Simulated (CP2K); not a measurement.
LiH:

```xyz
2
Lattice="2.8804 0.0000 0.0000 1.4402 2.4945 0.0000 1.4402 0.8315 2.3518" Properties=species:S:1:pos:R:3 pbc="T T T"
Li    0.0000    0.0000    0.0000
H     2.8804    1.6630    1.1759
```

* Program: CP2K 2026.2
* Task: single point
* Functional: PBE
* Potentials or basis: POTENTIAL_UZH Li GTH-PBE-q3, H GTH-PBE-q1; TZVP-MOLOPT-PBE-GTH basis
* Density cutoff: 7483 eV
* k mesh: 11 × 11 × 11
* Occupations: fermi-dirac, width 0.05 eV
* Spin: no spin polarisation

On this cell: pressure -1.5 GPa; largest force zero by symmetry; band gap on the k mesh 3.39 eV, direct.

The same run follows on a disturbed copy (atoms moved at random, drawn with an rms of 0.05 Å):

```
Li H
1.0
     2.88040    0.00000    0.00000
     1.44020    2.49450    0.00000
     1.44020    0.83150    2.35184
Li H
1 1
Direct
  0.01223 0.99611 0.00039
  0.49669 0.49811 0.50465
```

**Question.** What changes?

**Answer.** The energy moves by +0.4 meV/atom; pressure -1.5 GPa; largest force 0.039 eV/Å; band gap on the k mesh 3.39 eV, direct.

Forces on the atoms (eV/Å):
```
Li  -0.037  0.009  0.010
H    0.037 -0.009 -0.010
```

Caveats: an odd mesh through Γ misses points on the zone boundary, where band edges often lie; the basis of atomic orbitals isn't converged, which shifts pressures, moduli and gaps.
